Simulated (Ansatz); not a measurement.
The system is Cu.

```
Cu
1.0
     0.00000    1.80750    1.80750
     1.80750    0.00000    1.80750
     1.80750    1.80750    0.00000
Cu
1
Direct
  0.00000 0.00000 0.00000
```

- Program: Ansatz 0.2.0
- Task: relaxation of cell and atoms
- Functional: r2SCAN
- Dispersion: rVV10
- Potentials or basis: Ansatz PAW
- Cutoff: 500 eV (not typed: the program's choice for these potentials)
- k mesh: 13 × 13 × 13
- Occupations: fermi-dirac, width 0.05 eV
- Spin: no spin polarisation

At the start: volume 11.81 Å³/atom.

Question: How do energy, volume and symmetry change on relaxing?

Answer: It ends after 5 steps and the volume is 11.29 Å³/atom (-4.4 %); space group Fm-3m (No. 225, to 0.05 Å).

Step by step:
```tsv
step	energy change (eV)	largest force (eV/Å)	volume (Å³)
1	0.0000	0.0000	11.81
2	-0.0094	0.0000	11.53
3	-0.0122	0.0000	11.26
4	-0.0122	0.0000	11.29
5	-0.0120	0.0000	11.29
```

Final structure:
```
CELL_PARAMETERS angstrom
0.00000 1.78034 1.78034
1.78034 0.00000 1.78034
1.78034 1.78034 0.00000
ATOMIC_POSITIONS crystal
Cu 0.00000 0.00000 0.00000
```

Caveat: the plane-wave basis is chosen anew once the cell has moved, so the energies of steps on either side of that aren't comparable; the PAW data sets come from PBE, with cores solved anew for the run's functional, which leaves a small shift of forces and pressure.
